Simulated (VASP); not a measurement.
# Zn in VASP: a series of runs

Runs on Zn. Level: LDA. Tasks: single point.

Everything below comes from runs of VASP 6.6.1. Logs are shortened: lines on timing, memory, paths and dates and some standing lists are left out, and cuts for length are marked.

## Step 1: The slab as given

The cell holds a slab with vacuum, 3 atoms: a = 2.779 Å, b = 2.779 Å, c = 14.537 Å, α = 90.00°, β = 90.00°, γ = 60.00°.

The slab is cut from a database's or a generator's crystal, which needn't be the stable form of the element.

## Step 2: Single point, LDA

Contents of INCAR:

```
SYSTEM = Zn
  PREC = Accurate
  ENCUT = 520
  EDIFF = 1E-6
  ISMEAR = 0
  SIGMA = 0.2
  LREAL = .False.
  LASPH = .True.
  NELM = 100
  ALGO = Fast
  ISIF = 2
  LWAVE = .False.
  LCHARG = .False.
  LDIPOL = .True.
  IDIPOL = 3
  DIPOL = 0.5 0.5 0.500
  GGA = CA
  NBANDS = 25
```

Contents of KPOINTS:

```
regular mesh
0
Gamma
  7 7 1
  0 0 0
```

Contents of POSCAR:

```
Zn
1.0
    2.7786128662      0.0000000000      0.0000000000
    1.3893064331      2.4063493294      0.0000000000
    0.0000000000      0.0000000000     14.5374558100
Zn
3
Direct
    0.0000000000      0.0000000000      0.3439391366
    0.3333333333      0.3333333333      0.5000000000
    0.6666666667      0.6666666667      0.6560608634
```

Potentials or basis: VASP PAW LDA potentials, release 64 (Zn).

On the command line:

```sh
$ cat potpaw_LDA.64/Zn/POTCAR > POTCAR
$ mpirun -np 1 vasp_std > vasp.out
```

OUTCAR:

```text
SYSTEM = Zn
   PREC = Accurate
   ENCUT = 520
   EDIFF = 1E-6
   ISMEAR = 0
   LREAL = .False.
   LASPH = .True.
   NELM = 100
   ISIF = 2
   GGA = CA

 ion  position               nearest neighbor table
   1  0.000  0.000  0.344-   2 2.78   2 2.78   2 2.78
   2  0.333  0.333  0.500-   3 2.78   1 2.78   3 2.78   1 2.78   1 2.78   3 2.78
   3  0.667  0.667  0.656-   2 2.78   2 2.78   2 2.78

  LATTYP: Found a hexagonal cell.
 ALAT       =     2.7786128662
 C/A-ratio  =     5.2319112126

  Lattice vectors:

 A1 = (  -1.3893064331,  -2.4063493294,   0.0000000000)
 A2 = (   2.7786128662,   0.0000000000,   0.0000000000)
 A3 = (   0.0000000000,   0.0000000000,  14.5374558100)

Analysis of symmetry for initial positions (statically):
=====================================================================
 Subroutine PRICEL returns:
 Original cell was already a primitive cell.

 Routine SETGRP: Setting up the symmetry group for a
 hexagonal supercell.

 Subroutine GETGRP returns: Found 12 space group operations
 (whereof  6 operations were pure point group operations)
 out of a pool of 24 trial point group operations.

The static configuration has the point symmetry C_3v.
 The point group associated with its full space group is D_3d.

Analysis of symmetry for dynamics (positions and initial velocities):
=====================================================================
 Subroutine PRICEL returns:
 Original cell was already a primitive cell.

 Routine SETGRP: Setting up the symmetry group for a
 hexagonal supercell.

 Subroutine GETGRP returns: Found 12 space group operations
 (whereof  6 operations were pure point group operations)
 out of a pool of 24 trial point group operations.

The dynamic configuration has the point symmetry C_3v.
 The point group associated with its full space group is D_3d.

 Subroutine INISYM returns: Found 12 space group operations
 (whereof  6 operations are pure point group operations),
 and found     1 'primitive' translations

----------------------------------------------------------------------------------------

                                     Primitive cell

  volume of cell :      97.2020

  direct lattice vectors                    reciprocal lattice vectors
     2.778612866  0.000000000  0.000000000     0.359891805 -0.207783631  0.000000000
     1.389306433  2.406349329  0.000000000     0.000000000  0.415567261  0.000000000
     0.000000000  0.000000000 14.537455810     0.000000000  0.000000000  0.068787827

  length of vectors
     2.778612866  2.778612866 14.537455810     0.415567261  0.415567261  0.068787827

  position of ions in fractional coordinates (direct lattice)
     0.000000000  0.000000000  0.343939137
     0.333333333  0.333333333  0.500000000
     0.666666667  0.666666667  0.656060863

  ion indices of the primitive-cell ions
   primitive index   ion index
                 1           1
                 2           2
                 3           3

----------------------------------------------------------------------------------------

 KPOINTS: regular mesh

Automatic generation of k-mesh.
 Grid dimensions read from file:
 generate k-points for:    7    7    1

 Generating k-lattice:

  Cartesian coordinates                     Fractional coordinates (reciprocal lattice)
     0.051413115 -0.029683376  0.000000000     0.142857143  0.000000000  0.000000000
     0.000000000  0.059366752  0.000000000     0.000000000  0.142857143  0.000000000
     0.000000000  0.000000000  0.068787827     0.000000000  0.000000000  1.000000000

  Length of vectors
     0.059366752  0.059366752  0.068787827

  Shift w.r.t. Gamma in fractional coordinates (k-lattice)
     0.000000000  0.000000000  0.000000000

 Subroutine IBZKPT returns following result:
 ===========================================

 Found      8 irreducible k-points:

 Following reciprocal coordinates:
            Coordinates               Weight
  0.000000  0.000000  0.000000      1.000000
  0.142857  0.000000  0.000000      6.000000
  0.285714  0.000000  0.000000      6.000000
  0.428571  0.000000  0.000000      6.000000
  0.285714  0.142857  0.000000      6.000000
  0.428571  0.142857  0.000000     12.000000
 -0.428571  0.142857  0.000000      6.000000
 -0.428571  0.285714  0.000000      6.000000
   k-points           NKPTS =      8   k-points in BZ     NKDIM =      8   number of bands    NBANDS=     25
   number of dos      NEDOS =    301   number of ions     NIONS =      3
   total plane-waves  NPLWV =  62208
   dimension x,y,z NGX =    24 NGY =   24 NGZ =  108
   dimension x,y,z NGXF=    48 NGYF=   48 NGZF=  216
   ions per type =               3
   NGX,Y,Z   is equivalent  to a cutoff of  14.36, 14.36, 12.35 a.u.
   NGXF,Y,Z  is equivalent  to a cutoff of  28.72, 28.72, 24.70 a.u.
 SYSTEM =  Zn
   PREC   = accura    normal or accurate (medium, high low for compatibility)
   ISTART =      0    job   : 0-new  1-cont  2-samecut
   ICHARG =      2    charge: 1-file 2-atom 10-const
   ISPIN  =      1    spin polarized calculation?
   LNONCOLLINEAR =      F non collinear calculations
   LSORBIT =      F    spin-orbit coupling
   LASPH  =      T    aspherical Exc in radial PAW
   ENCUT  =  520.0 eV  38.22 Ry    6.18 a.u.   5.17  5.17 27.03*2*pi/ulx,y,z
   NELM   =    100;   NELMIN=  2; NELMDL= -5     # of ELM steps
   EDIFF  = 0.1E-05   stopping-criterion for ELM
   LREAL  =      F    real-space projection
   EDIFFG = 0.1E-04   stopping-criterion for IOM
   NSW    =      0    number of steps for IOM
   IBRION =     -1    ionic relax: 0-MD 1-quasi-New 2-CG
   NFREE  =      0    steps in history (QN), initial steepest desc. (CG)
   ISIF   =      2    stress and relaxation
   ISYM   =      2    0-nonsym 1-usesym 2-fastsym
   POTIM  = 0.5000    time-step for ionic-motion
   TEBEG  =    0.0;   TEEND  =   0.0 temperature during run
   PSTRESS=    0.0 pullay stress
   NELECT =      36.0000    total number of electrons
   NUPDOWN=      -1.0000    fix difference up-down
   EMIN   =  10.00;   EMAX   =-10.00  energy-range for DOS
   EFERMI =   0.00;   METHOD = LEGACY
   ISMEAR =     0;   SIGMA  =   0.20  broadening in eV -4-tet -1-fermi 0-gaus
   EFERMI_NEDOS =   21; number of points for ismear=-14 and -15
   IALGO  =     68    algorithm
   IMIX   =      4    mixing-type and parameters
     AMIX     =   0.40;   BMIX     =  1.00
     AMIX_MAG =   1.60;   BMIX_MAG =  1.00
  volume/ion in A,a.u.               =      32.40       218.65
  Fermi-wavevector in a.u.,A,eV,Ry     =   1.175666  2.221687 18.805844  1.382191
  Thomas-Fermi vector in A             =   2.312043
   LORBIT       =      0    0 simple, 1 ext, 2 COOP (PROOUT), +10 PAW based schemes
   GGA     = CA    functional components
   LHFCALC =     F    Hartree Fock is set to
   AEXX    =    0.0000 exact exchange contribution
   IVDW    =     0    specifies the selected vdW correction
   LEPSILON=     F    determine dielectric tensor
   LRPA    =     F    only Hartree local field effects (RPA)
 non-spin polarized calculation
 RMM-DIIS sequential band-by-band and
 Gauss-broadening in eV      SIGMA  =   0.20
  energy-cutoff  :      520.00
  volume of cell :       97.20
 maximum number of plane-waves:      2635
 NGX is ok and might be reduce to    24
   NGX = 11   NGY = 11   NGZ = 55

 number of electron      36.0000000 magnetization

 dipolmoment           0.000000      0.000000      0.000000 electrons x Angstroem

 Free energy of the ion-electron system (eV)
  ---------------------------------------------------
  ext. energy  EPLUGINS =         0.00000000
  ---------------------------------------------------
  free energy    TOTEN  =        -4.78191611 eV

  energy without entropy =       -4.77187684  energy(sigma->0) =       -4.77689648

 E-fermi :  -1.4248     XC(G=0):  -6.7501

 val. band max:       -1.5763744270   @ k =   0.4286   0.0000   0.0000
 cond. band min:      -0.7692472850   @ k =  -0.4286   0.1429   0.0000
 fundamental gap:      0.8071271420
 Fermi energy:        -1.4248430595

 k-point     1 :       0.0000    0.0000    0.0000
  band No.  band energies     occupation
      1     -10.7643      2.00000
      2      -9.3700      2.00000
      3      -9.3497      2.00000
      4      -8.7387      2.00000
      5      -8.7387      2.00000
      6      -8.6803      2.00000
[... 17 lines left out ...]
     24       8.1918      0.00000
     25      13.5506      0.00000

 k-point     2 :       0.1429    0.0000    0.0000
  band No.  band energies     occupation
      1     -10.2462      2.00000
      2      -9.1835      2.00000
      3      -9.0541      2.00000
      4      -8.7980      2.00000
      5      -8.6925      2.00000
      6      -8.6417      2.00000
[... 17 lines left out ...]
     24       8.6590      0.00000
     25       9.4073      0.00000

 k-point     3 :       0.2857    0.0000    0.0000
  band No.  band energies     occupation
      1      -9.3232      2.00000
      2      -9.0779      2.00000
      3      -9.0328      2.00000
      4      -8.8061      2.00000
      5      -8.6457      2.00000
      6      -8.6197      2.00000
[... 17 lines left out ...]
     24       5.8666      0.00000
     25       7.9549      0.00000

 k-point     4 :       0.4286    0.0000    0.0000
  band No.  band energies     occupation
      1      -9.3182      2.00000
      2      -9.2066      2.00000
      3      -9.0966      2.00000
      4      -8.9288      2.00000
      5      -8.6868      2.00000
      6      -8.6419      2.00000
[... 17 lines left out ...]
     24       7.0226      0.00000
     25       8.2851      0.00000

 k-point     5 :       0.2857    0.1429    0.0000
  band No.  band energies     occupation
      1      -9.4143      2.00000
      2      -8.9921      2.00000
      3      -8.9379      2.00000
      4      -8.9129      2.00000
      5      -8.6165      2.00000
      6      -8.6005      2.00000
[... 17 lines left out ...]
     24       6.8700      0.00000
     25       8.6336      0.00000

 k-point     6 :       0.4286    0.1429    0.0000
  band No.  band energies     occupation
      1      -9.1339      2.00000
      2      -9.0924      2.00000
      3      -9.0165      2.00000
      4      -8.7559      2.00000
      5      -8.6915      2.00000
      6      -8.6411      2.00000
[... 17 lines left out ...]
     24       5.8816      0.00000
     25       6.9023      0.00000

 k-point     7 :      -0.4286    0.1429    0.0000
  band No.  band energies     occupation
      1      -9.2002      2.00000
      2      -9.1611      2.00000
      3      -9.0291      2.00000
      4      -8.8226      2.00000
      5      -8.7407      2.00000
      6      -8.6203      2.00000
[... 17 lines left out ...]
     24       5.1582      0.00000
     25       6.4216      0.00000

 k-point     8 :      -0.4286    0.2857    0.0000
  band No.  band energies     occupation
      1      -9.0628      2.00000
      2      -8.9601      2.00000
      3      -8.9235      2.00000
      4      -8.8745      2.00000
      5      -8.7192      2.00000
      6      -8.5519      2.00000
[... 17 lines left out ...]
     24       4.8487      0.00000
     25       5.1569      0.00000

------------------------ aborting loop because EDIFF is reached ----------------------------------------

 vacuum level on the upper side and lower side of the slab       (xc-potential included)        -0.412        -0.412

  FORCE on cell =-STRESS in cart. coord.  units (eV):
  Direction    XX          YY          ZZ          XY          YZ          ZX
  --------------------------------------------------------------------------------------
  -------------------------------------------------------------------------------------
  Total       -4.7334801     -4.7334801     -0.5920699      0.0000000      0.0000000     -0.0000000
  in kB      -78.0218080    -78.0218080     -9.7590699      0.0000000      0.0000000     -0.0000000
  external PRESSURE =     -55.2675620 kB  Pullay stress =       0.0000000 kB

 VOLUME and BASIS-vectors are now :
 -----------------------------------------------------------------------------
  energy-cutoff  :      520.00
  volume of cell :       97.20
      direct lattice vectors                 reciprocal lattice vectors
     2.778612866  0.000000000  0.000000000     0.359891805 -0.207783631  0.000000000
     1.389306433  2.406349329  0.000000000     0.000000000  0.415567261  0.000000000
     0.000000000  0.000000000 14.537455810     0.000000000  0.000000000  0.068787827

 POSITION                                       TOTAL-FORCE (eV/Angst)
 -----------------------------------------------------------------------------------
      0.00000      0.00000      5.00000        -0.000000      0.000000      0.129562
      1.38931      0.80212      7.26873        -0.000000     -0.000000      0.000000
      2.77861      1.60423      9.53746         0.000000     -0.000000     -0.129562
 -----------------------------------------------------------------------------------
    total drift:                               -0.000000     -0.000000     -0.000000

  FREE ENERGIE OF THE ION-ELECTRON SYSTEM (eV)
  ---------------------------------------------------
  free  energy   TOTEN  =        -4.7819161098 eV

  energy  without entropy=       -4.7718768415  energy(sigma->0) =       -4.77689648

 vacuum level on the upper side and lower side of the slab         3.092         3.092
```

Run time: 9.4 s. Hardware: 1 thread of Intel Xeon 6975P-C (Granite Rapids), shared host; peak memory 0.18 GiB.

Results:

- Free energy: -4.7819 eV
- Largest force: 0.130 eV/Å
- Band gap on the k mesh: none (metal or under the smearing width)

Forces on the atoms (eV/Å):
```
Zn   0.000  0.000  0.130
Zn   0.000  0.000  0.000
Zn   0.000  0.000 -0.130
```

Levels at points of the mesh, in eV from the Fermi level:
| k point | band 14 | band 15 | band 16 | band 17 | band 18 | band 19 | band 20 | band 21 | band 22 | band 23 |
| --- | --- | --- | --- | --- | --- | --- | --- | --- | --- | --- |
| (0.00, 0.00, 0.00) | -6.67 | -6.67 | -6.59 | -6.59 | -3.90 | -1.10 | 2.84 | 5.06 | 5.19 | 9.25 |

Caveat: the k mesh is coarse (spacing up to 0.37 Å⁻¹), so the values aren't converged.

(Continued in part 2 of 2.)
